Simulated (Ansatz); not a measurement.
# ZnS (F-43m) in Ansatz: settings compared

The runs below take ZnS through single point, equation of state, projected density of states, with B3LYP, rPW86-PBE+rVV10.

Everything below comes from runs of Ansatz 0.2.0. Logs are shortened: lines on timing, memory, paths and dates and some standing lists are left out, and cuts for length are marked.

**Experimental background.**

From “Electronic, vibrational, and thermodynamic properties of ZnS (zincblende and rocksalt structure)”, 2009, arxiv:0911.5022, for a bulk crystal of ZnS: bulk modulus 76.9 GPa; band gap 3.85 eV (direct) at 19 K.

How close the calculation comes is told below.

## 1. Starting point

Symmetry: F-43m, No. 216, cubic system. The conventional cell has a = 5.404 Å, b = 5.404 Å, c = 5.404 Å, α = 90.00°, β = 90.00°, γ = 90.00°. Zn (site symmetry -43m) is surrounded by 4 S at 2.34 Å. S (site symmetry -43m) is surrounded by 4 Zn at 2.34 Å.

## 2. Single point, B3LYP, 18.54 Å³/atom (volume scaled by 0.94)

input.yaml

```yaml
crystal:
  lattice:
    - [0.0, 2.6468416657, 2.6468416657]
    - [2.6468416657, 0.0, 2.6468416657]
    - [2.6468416657, 2.6468416657, 0.0]
  atoms:
    - { symbol: Zn, position: [0.75, 0.75, 0.75] }
    - { symbol: S, position: [0.0, 0.0, 0.0] }
hamiltonian:
  xc: b3lyp
  pseudopotentials: { kind: paw }
kpoints:
  mp_grid: { grid: [6, 6, 6] }
scf:
  occupations: { method: fermi_dirac, width: 0.01 }
output:
  forces: true
  stress: true
  eigenvalues: true
```

Potentials or basis: Ansatz PAW.

Command:

```bash
> ansatz run input.yaml --threads 1 --pin off --max-ram 2560MiB --backend cpu --events-out ev --progress --plain --runs-dir out
```

Log:

```text
Warning: output.stress: scf.convergence.dr2_threshold = 1e-7 eV (the SCF's general default) is looser than the 2e-10 eV advised for a printed stress (1e-10 eV for each atom of the cell: 2). What an SCF threshold leaves in a stress goes as its square root, and in the free energy as the threshold itself, and one threshold admits the most on a small cell: of the crystals measured, under no hybrid functional and no lock of the moments, on runs that ended without the residual-converged pass, on stresses that held no estimate of that error, the worst erred by over 100 MPa in a component at 1e-7 eV an atom and by under 5 at 1e-10. Set scf.convergence.dr2_threshold to 2e-10 eV or tighter. The threshold is an SCF's pass mark: one that does not reach it within its budget of iterations ends unconverged, or closes short of it on a stop that the run arms, and scf.convergence.dr2_threshold's page says what that costs each kind of run
Warning: output.stress: scf.exx.energy_threshold = 1e-6 eV is looser than the 2e-8 eV advised for a stress under a hybrid functional (1e-8 eV for each atom of the cell: 2). Every SCF of the exchange loop can meet its threshold on dr2 while the loop round them stops early: no threshold on dr2 bounds what that leaves in the stress. Set scf.exx.energy_threshold to 2e-8 eV or tighter. The threshold is the loop's pass mark: a loop that does not reach it within its budget of cycles ends unconverged, and scf.exx.energy_threshold's page has the law
Warning: RAYON_NUM_THREADS=1 ignored (pool sized by the plan → 1); use --threads N
Engine: ansatz 0.2.0, aarch64-unknown-linux-gnu
Pseudopotentials: kind: paw
Pseudopotential: Zn, paw, valence charge 12, recommended cutoff 420 eV (normal), Zn.paw.azcp
Pseudopotential: S, paw, valence charge 6, recommended cutoff 420 eV (normal), S.paw.azcp
Functional definition: B3LYP
  parameter a0 = 0.2
  parameter ax = 0.72
  parameter ac = 0.81
  exchange = (1 - a0 - ax)*slater_x + ax*b88_x + a0*exact_x
  correlation = (1 - ac)*vwn_rpa_c + ac*lyp_c
Crystal: 2 atoms, lattice volume = 37.086 Å³
Basis set: ecut = 420 eV, 725 PW (Γ), exchange–correlation on 54×54×54 points (8 copies of the dense FFT grid, shifted against one another)
Bands: 13, of which v1, the nominal top of the filled ones, is band 9 counted from 1 (8 counted from 0)
Symmetry: 24 space group operations
Space group: F-43m (ITA 216), of the structure as read, at distance tolerance 3.3e-5 Å
k-points: 16 of 216 (time reversal used)
Non-local potential: Zn, projectors of the file, l = 0: 2, l = 1: 2, l = 2: 3, l = 3: 1
Non-local potential: S, projectors of the file, l = 0: 2, l = 1: 2, l = 2: 2
PAW form: soft (Blöchl's): semilocal exchange-correlation on the pseudo side does not see the compensation charge
PAW frozen core: Zn, regenerated for the run's functional, and the local potential with it (the file was generated under x = pbe(κ = 0.804, μ = 0.2195149727645171), c = pbe(β = 0.06672455060314922))
PAW frozen core: S, regenerated for the run's functional, and the local potential with it (the file was generated under x = pbe(κ = 0.804, μ = 0.2195149727645171), c = pbe(β = 0.06672455060314922))
PAW one-centre angular grid: Zn, 590 points (default); XC on 64 Gauss nodes
PAW one-centre angular grid: S, 110 points (default); XC on 64 Gauss nodes
Initial density: superposition of atomic densities (neutral atoms: chi_scale 0, normalization atom), corrected by the library's trained network
Initial wavefunctions: pseudopotential atomic-orbital guess
Functional: x = 0.1 slater + 0.9 b88, c = 0.19 vwn_rpa + 0.81 lyp, warm-up for x = 0.08 slater + 0.72 b88 + 0.2 exact, c = 0.19 vwn_rpa + 0.81 lyp
SCF iter   1: F=—  HF=-4234.163629 eV  |F-HF|=—  |Δ(HF+E_count)|=         —  Δρ=6.14e-3  dr2=1.58e-2  ethr=1.77e-3  ⟨swp⟩=10.1  Hψ=1091  notcnv=0
preconditioner: auto → none  [insulator: Δε(μ)=2.430 eV  Ē_g=12.681 eV  σ=0.010 eV  W_gap=1.00  n_scr=14 (ndim 8)  ℏωp=25.9 eV  f_vac=0.017  D(μ)=0.00/eV (n_scr^D=0)]
iter 2 solved again at ethr=3.38e-6 eV; its pass at ethr=8.76e-5 eV (dr2=6.08e-4 eV) is discarded
SCF iter   2: F=—  HF=-4234.157988 eV  |F-HF|=—  |Δ(HF+E_count)|=   5.64e-3  Δρ=2.06e-3  dr2=7.10e-4  ethr=3.38e-6  ⟨swp⟩=4.2  Hψ=1140  notcnv=0  defer=1
eigensolver tolerance schedule calibrated: the retry pair's looser diagonalisation under-reported the residual by θ = 0.14 (0.10/decade); ethr = c·dr2/N_el runs at the constant in force after the calibration composes with the one it found (an armed cap, an earlier calibration), c = 9.7e-2
SCF iter   3: F=-4234.157483 eV  HF=-4234.157687 eV  |F-HF|=2.04e-4  |Δ(HF+E_count)|=   3.02e-4  Δρ=7.43e-4  dr2=2.26e-4  ethr=3.38e-6  ⟨swp⟩=4.0  Hψ=543  notcnv=0
SCF 1 stopped early in 3 iterations: F = -4234.157483 eV  dr2 = 2.26e-4
Initial density: handed on by an earlier stage of this run
Initial wavefunctions: those handed on with the density
Functional: x = 0.08 slater + 0.72 b88 + 0.2 exact, c = 0.19 vwn_rpa + 0.81 lyp
Frozen-core exchange: fock
SCF iter   1: F=—  HF=-4235.747878 eV  |F-HF|=—  |Δ(HF+E_count)|=         —  Δρ=1.78e-2  dr2=6.36e-2  ethr=1.25e-5  ⟨swp⟩=5.2  Hψ=970  notcnv=0
preconditioner: auto → none  [insulator: Δε(μ)=3.906 eV  Ē_g=15.388 eV  σ=0.010 eV  W_gap=1.00  n_scr=14 (ndim 8)  ℏωp=25.9 eV  f_vac=0.024  D(μ)=0.00/eV (n_scr^D=0)]
SCF iter   2: F=—  HF=-4235.731227 eV  |F-HF|=—  |Δ(HF+E_count)|=   1.67e-2  Δρ=3.14e-3  dr2=4.50e-3  ethr=1.25e-5  ⟨swp⟩=4.6  Hψ=824  notcnv=0
SCF iter   3: F=—  HF=-4235.726642 eV  |F-HF|=—  |Δ(HF+E_count)|=   4.59e-3  Δρ=2.61e-3  dr2=1.90e-3  ethr=1.25e-5  ⟨swp⟩=4.0  Hψ=689  notcnv=0
SCF iter   4: F=—  HF=-4235.726542 eV  |F-HF|=—  |Δ(HF+E_count)|=   1.00e-4  Δρ=5.20e-4  dr2=9.49e-4  ethr=5.75e-6  ⟨swp⟩=2.0  Hψ=401  notcnv=0
SCF iter   5: F=—  HF=-4235.733178 eV  |F-HF|=—  |Δ(HF+E_count)|=   6.64e-3  Δρ=1.55e-3  dr2=4.73e-4  ethr=2.83e-7  ⟨swp⟩=4.9  Hψ=813  notcnv=0
SCF iter   6: F=—  HF=-4235.733011 eV  |F-HF|=—  |Δ(HF+E_count)|=   1.67e-4  Δρ=1.84e-4  dr2=2.07e-5  ethr=2.83e-7  ⟨swp⟩=4.0  Hψ=626  notcnv=0
SCF iter   7: F=—  HF=-4235.733102 eV  |F-HF|=—  |Δ(HF+E_count)|=   9.12e-5  Δρ=1.74e-4  dr2=7.63e-6  ethr=2.96e-8  ⟨swp⟩=4.1  Hψ=533  notcnv=0
SCF iter   8: F=-4235.733100 eV  HF=-4235.733100 eV  |F-HF|=1.16e-7  |Δ(HF+E_count)|=   2.67e-6  Δρ=5.75e-6  dr2=7.98e-7  ethr=2.96e-8  ⟨swp⟩=3.0  Hψ=474  notcnv=0
SCF 2 stopped early in 8 iterations: F = -4235.733100 eV  dr2 = 7.98e-7
hybrid outer 1: dexx = +6.956e-3 eV, tail = 1.49e-5 eV
Frozen-core exchange: fock
SCF iter   1: F=—  HF=-4235.732845 eV  |F-HF|=—  |Δ(HF+E_count)|=         —  Δρ=6.66e-5  dr2=1.18e-6  ethr=4.14e-7  ⟨swp⟩=3.2  Hψ=475  notcnv=0
preconditioner: auto → none  [insulator: Δε(μ)=3.925 eV  Ē_g=15.156 eV  σ=0.010 eV  W_gap=1.00  n_scr=14 (ndim 8)  ℏωp=25.9 eV  f_vac=0.027  D(μ)=0.00/eV (n_scr^D=0)]
SCF iter   2: F=—  HF=-4235.732845 eV  |F-HF|=—  |Δ(HF+E_count)|=   4.27e-8  Δρ=1.02e-5  dr2=8.04e-8  ethr=4.65e-9  ⟨swp⟩=4.0  Hψ=550  notcnv=0
SCF iter   3: F=—  HF=-4235.732845 eV  |F-HF|=—  |Δ(HF+E_count)|=   3.67e-7  Δρ=1.31e-5  dr2=3.17e-8  ethr=9.41e-11  ⟨swp⟩=4.2  Hψ=683  notcnv=0
SCF iter   4: F=-4235.732845 eV  HF=-4235.732845 eV  |F-HF|=8.30e-10  |Δ(HF+E_count)|=   2.46e-8  Δρ=1.36e-6  dr2=1.53e-9  ethr=9.41e-11  ⟨swp⟩=4.0  Hψ=529  notcnv=0
SCF 3 converged in 4 iterations: F = -4235.732845 eV  dr2 = 1.53e-9
  Residual-converged pass: ⟨swp⟩=2.9  Hψ=379  notcnv=0  max |occ|·‖R‖ = 2.1e-6 eV (tolerance 2.4e-6 eV)  dr2=1.55e-9  dr2_onsite=7.35e-10  max |Δocc| = 0.0e0
hybrid outer 2: dexx = +3.717e-7 eV, tail = 8.49e-9 eV, Δε = 2.08e-3 eV (about 6.19e-5 eV left of the loop's levels)
hybrid SCF converged: 2 outer / 12 inner (+3 warm-up), last move |dexx| = 3.72e-7 eV, tail = 8.49e-9 eV
Stability not checked: this state was not tested for a lower state beside it, because the functional holds exact exchange (a hybrid, or Hartree-Fock), whose exchange loop this test does not read (fock_operator; see scf.lower_state_search)
Free energy (F): -4235.732845 eV
Frozen-core exchange: fock
Harris-Foulkes:  -4235.732845 eV  (|F-HF|=8.30e-10)
Internal energy: -4235.732845 eV  (E = F + TS)
E sigma→0 (E₀):  -4235.732845 eV
Fermi energy:    7.870092 eV
--- Per-component energies (eV) ---
  E_band       = -13.579096
  E_kinetic    = 241.199154
  E_local      = -2010.109343  (includes V_loc(G=0)·N_el)
  E_nonlocal   = 645.240713
  E_hartree    = 846.968421
  E_xc         = -192.178080
  E_vxc        = -113.885296  (∫ρ·V_xc dr)
  E_exx        = -48.638878  (= α·E_x^exact, valence–valence)
  E_paw        = -2439.173283  (= ΣΔE_a)
  E_vpaw       = -372.683482  (= ΣTr[D̂ρ^β])
  E_aug_tail   = -0.000379  (compensation charges beyond the density's cutoff)
  E_ewald      = -1279.498844
  E_core_change = 0.457671  (= ΣΔE_core)
  E_smearing   = -0.000000  (= −TS)
  E_closure    = 0.000000  (closes the sum)
  Σ components = -4235.732845   (vs F -4235.732845, Δ=0.00e0)
--- Forces (eV/Å), atoms counted from 1 ---
  atom   1  Zn     0.00000000    -0.00000000     0.00000000
  atom   2  S     -0.00000000     0.00000000     0.00000000
  max |Σ_I F_I| component: 9.25e-17 eV/Å
--- Stress (GPa, compression-positive) ---
        9.783943      -0.000000      -0.000000
       -0.000000       9.783943       0.000000
       -0.000000       0.000000       9.783943
  P = ⅓ Tr σ = 9.7839 GPa (97.839 kbar)
--- Band table (eV; the first three rows and the last of 16) ---
  k-point 0: bands = ["-8.6749", "-2.0710", "-2.0710", "-2.0710", "-1.5649", "-1.5649", "5.9020", "5.9020", "5.9020", "9.8272", "13.9171", "13.9171", "13.9171"]
  k-point 1: bands = ["-8.4386", "-2.0377", "-2.0337", "-2.0337", "-1.5671", "-1.5671", "4.0509", "5.6169", "5.6169", "10.9342", "13.9895", "14.3705", "14.3705"]
  k-point 2: bands = ["-7.9022", "-1.9718", "-1.9718", "-1.7973", "-1.5539", "-1.5539", "1.4266", "5.1218", "5.1218", "11.0665", "14.6110", "14.6110", "15.7380"]
  k-point 15: bands = ["-7.2265", "-1.9158", "-1.7795", "-1.6689", "-1.5379", "-1.1089", "0.7128", "2.8724", "2.9088", "12.2530", "13.0447", "16.8604", "16.8823"]
```

It took 29 s on 1 thread of Arm Neoverse V1, shared host; peak memory 1.1 GiB.

What came out:

| Property | Result |
| --- | --- |
| Free energy | -4235.7328 eV |
| Pressure | 9.8 GPa |
| Band gap on the k mesh | 3.93 eV, direct |

Caveat: the PAW data sets come from PBE, with cores solved anew for the run's functional, which leaves a small shift of forces and pressure; the thresholds are loose for stress.

## 3. Single point, B3LYP, 18.94 Å³/atom (volume scaled by 0.96)

Edit input.yaml of step 2 so:

```diff
@@ -2,5 +2,5 @@
   lattice:
-    - [0.0, 2.6468416657, 2.6468416657]
-    - [2.6468416657, 0.0, 2.6468416657]
-    - [2.6468416657, 2.6468416657, 0.0]
+    - [0.0, 2.6654820099, 2.6654820099]
+    - [2.6654820099, 0.0, 2.6654820099]
+    - [2.6654820099, 2.6654820099, 0.0]
   atoms:
```

Potentials or basis: Ansatz PAW.

Command:

```bash
> ansatz run input.yaml --threads 1 --pin off --max-ram 2560MiB --backend cpu --events-out ev --progress --plain --runs-dir out
```

Run time: 30 s. Hardware: 1 thread of Arm Neoverse V1, shared host; peak memory 1.1 GiB.

It converged, with:

```
Free energy            : -4235.7756 eV
Pressure               : 7.6 GPa
Band gap on the k mesh : 3.82 eV, direct
```

Caveat: the PAW data sets come from PBE, with cores solved anew for the run's functional, which leaves a small shift of forces and pressure; the thresholds are loose for stress.

[end of part 1 of 2]
